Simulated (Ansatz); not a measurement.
# BN, space group P6_3/mmc: a displacement scan with seeded SCF runs

With the Python package of Ansatz (0.2.0).

Typed at the interpreter:
```pycon
>>> import ansatz as az
>>> import numpy as np
>>> vectors = np.array([
...     [2.49824, 0.0, 0.0],
...     [-1.24912, 2.1635393, 0.0],
...     [0.0, 0.0, 6.6357],
... ])
>>> xtal = (
...     az.Lattice.of(vectors)
...     .atom("B", [1 / 3, 2 / 3, 0.25])
...     .atom("B", [2 / 3, 1 / 3, 0.75])
...     .atom("N", [1 / 3, 2 / 3, 0.75])
...     .atom("N", [2 / 3, 1 / 3, 0.25])
... )
>>> start = np.array(xtal.resolved().sites[2].position)
>>> previous, rows = None, []
>>> for step in range(4):
...     target = start + step * 0.01 * np.eye(3)[1]
...     model = (
...         xtal.move(2, to=target).calculation()
...         .functional(az.Functional.PBE)
...         .pseudopotentials("paw")
...         .basis(420)
...         .kpoints(6, 6, 2)
...         .occupations("fixed")
...         .forces()
...     )
...     session = model.session()
...     if previous is not None:
...         session.seed_next_step(previous)
...     previous = session.plan(retain="density").execute()
...     rep = previous.report
...     shift = float(np.linalg.norm((target - start) @ np.array(rep["lattice"]["cell_ang"])))
...     rows.append((step, shift, rep["lagrangian_ev"], float(np.linalg.norm(rep["forces_ev_ang"][2])), rep["n_iterations"], rep["n_symmetry_ops"]))
...
True
True
True
>>> rows = [(row[0], row[1], 1000 * (row[2] - rows[0][2]), *row[3:]) for row in rows]
>>> for row in rows:
...     print("; ".join(f"{name} = {round(v, 4) if isinstance(v, float) else v}" for name, v in zip(["step", "moved A", "dE meV", "force on it eV/A", "iterations", "symmetry operations"], row)))
...
step = 0; moved A = 0.0; dE meV = 0.0; force on it eV/A = 0.0; iterations = 6; symmetry operations = 24
step = 1; moved A = 0.025; dE meV = 13.2131; force on it eV/A = 1.059; iterations = 5; symmetry operations = 2
step = 2; moved A = 0.05; dE meV = 52.8927; force on it eV/A = 2.1261; iterations = 5; symmetry operations = 2
step = 3; moved A = 0.0749; dE meV = 119.162; force on it eV/A = 3.2095; iterations = 5; symmetry operations = 2
```

Reading the output:
- Energy and stress may still move on a finer k-point mesh.
- Of the deposited cell: the entry's cell lengths or inner coordinates differ somewhat from later room-temperature determinations.
- The starting cell is as deposited in a crystallographic database; the results hold for this polymorph, which needn't be the stable one.
- The first step keeps the crystal's symmetry; the moved atom lowers it.
- Hardware and time: 5.3 s on 1 thread of Arm Neoverse V1, on a shared host, peak memory 0.35 GiB.

(Lines on the test bed's own set-up are left out of the output.)
